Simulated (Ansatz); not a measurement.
# What a change of settings does to a run on C

The structure comes from a relaxation in the same program, started in the sc type. Whether it is a known phase or the ground state wasn't checked. The listed cell was then made from it by scaling, straining or moving an atom.

First run: DFT, PBE, PAW with Ansatz's default frozen-core files, scalar-relativistic (Ansatz 0.2.0).

Command: `ansatz run input.yaml --threads 1 --pin off --max-ram 2048MiB --backend cpu --events-out ev --progress --plain --runs-dir out` The run took 1 s on 1 thread of Intel(R) Xeon(R) Platinum 8488C (Sapphire Rapids), with other jobs on the host, peak memory 0.39 GiB.

```yaml
crystal:
  lattice:
    - [1.7873222511, 0.0, 0.0]
    - [0.0, 1.7873222511, 0.0]
    - [0.0, 0.0, 1.7873222511]
  atoms:
    - { symbol: C, position: [0.0, 0.0, 0.0] }
kpoints:
  mp_grid: { grid: [15, 15, 15] }
scf:
  occupations: { method: fermi_dirac, width: 0.03 }
hamiltonian:
  xc: pbe
  pseudopotentials: { kind: paw }
output:
  forces: true
  stress: true
  eigenvalues: true
  efg: { contact_densities: true }
```

Result: converged; pressure -5.76 GPa; no gap on the k mesh; 6 SCF iterations.

The input is then changed:

```diff
@@ -5,5 +5,5 @@
     - [0.0, 0.0, 1.7873222511]
   atoms:
-    - { symbol: C, position: [0.0, 0.0, 0.0] }
+    - { symbol: C, position: [0.0, 0.0, 0.0], spin: 0.5 }
 kpoints:
   mp_grid: { grid: [15, 15, 15] }
@@ -12,5 +12,5 @@
 hamiltonian:
   xc: pbe
-  pseudopotentials: { kind: paw }
+  pseudopotentials: { kind: paw_fr }
 output:
   forces: true
@@ -18,3 +18,5 @@
   eigenvalues: true
   efg: { contact_densities: true }
+magnetization:
+  spin_polarized: true
```

Q: What does the second run give?

A: It was refused before any iteration. The program says:
```
Error: inconsistent input (hamiltonian.pseudopotentials.kind, magnetization.spin_orbit): the fully-relativistic kinds (nc_fr, paw_fr) need magnetization.spin_orbit typed: magnetization: { noncollinear: true, spin_orbit: true } applies the coupling; spin_orbit: false beside nc_fr applies each fully relativistic record as the j-weighted average of its two branches, but reads the scalar-relativistic one where a file holds both, unless the label behind the path ends in -fr, and beside paw_fr reads scalar-relativistic records; without the coupling scalar-relativistic files take the matching kind (nc, paw)
```
